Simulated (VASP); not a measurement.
Input of a VASP 6.6.1 run:

The input run.py:

```python
from ase import Atoms
from ase.calculators.vasp import Vasp
from ase.dft.bandgap import bandgap

atoms = Atoms(
    ['Ba', 'Ti', 'O', 'O', 'O'],
    cell=[[2.8273666084, 1.6323808724, 2.3183934932], [-2.8273666084, 1.6323808724, 2.3183934932], [0.0, -3.2647617449, 2.3183934932]],
    scaled_positions=[[0.0, 0.0, 0.0], [0.4845, 0.4845, 0.4845], [0.5086, 0.0175, 0.5086], [0.0175, 0.5086, 0.5086], [0.5086, 0.5086, 0.0175]],
    pbc=True,
)
calc = Vasp(
    directory='calc',
    xc='scan',
    pp='PBE',
    setups='recommended',
    prec='Accurate',
    encut=520,
    ediff=1e-06,
    ismear=0,
    sigma=0.01,
    lreal=False,
    lasph=True,
    nelm=60,
    algo='Normal',
    isif=2,
    lwave=False,
    lcharg=True,
    lmixtau=True,
    lelf=True,
    lvhar=True,
    kpts=[7, 7, 7],
    gamma=True,
    nbands=28,
)
atoms.calc = calc

print('energy (eV):', atoms.get_potential_energy())
print('free energy (eV):', atoms.get_potential_energy(force_consistent=True))
print('forces (eV/A):')
print(atoms.get_forces())
print('stress (eV/A^3, Voigt):', atoms.get_stress())
print('Fermi level (eV):', calc.get_fermi_level())
gap, top, bottom = bandgap(calc)
print('band gap (eV):', gap, 'from (spin, k, band)', top, 'to', bottom)
```

Potentials or basis: VASP PAW PBE potentials, release 64 (Ba_sv, Ti_sv, O).

The run is started by

```sh
$ python run.py
```

Task: Predict the largest force.

Result: 0.318 eV/Å.

Task: What does it give for the band gap on the k mesh?

Result: 2.84 eV, indirect (least direct gap 3.19 eV).

Task: Estimate the pressure.

Result: 3.0 GPa.

Forces on the atoms (eV/Å):
```
Ba   0.000  0.000 -0.160
Ti   0.000  0.000  0.318
O    0.067 -0.039 -0.053
O   -0.067 -0.039 -0.053
O    0.000  0.077 -0.053
```

Caveat: the PAW data sets were made with another functional, which shifts forces and pressure a little; spin-orbit coupling is left out, which moves the levels of the heavy elements; an odd mesh through Γ misses points on the zone boundary, where band edges often lie.
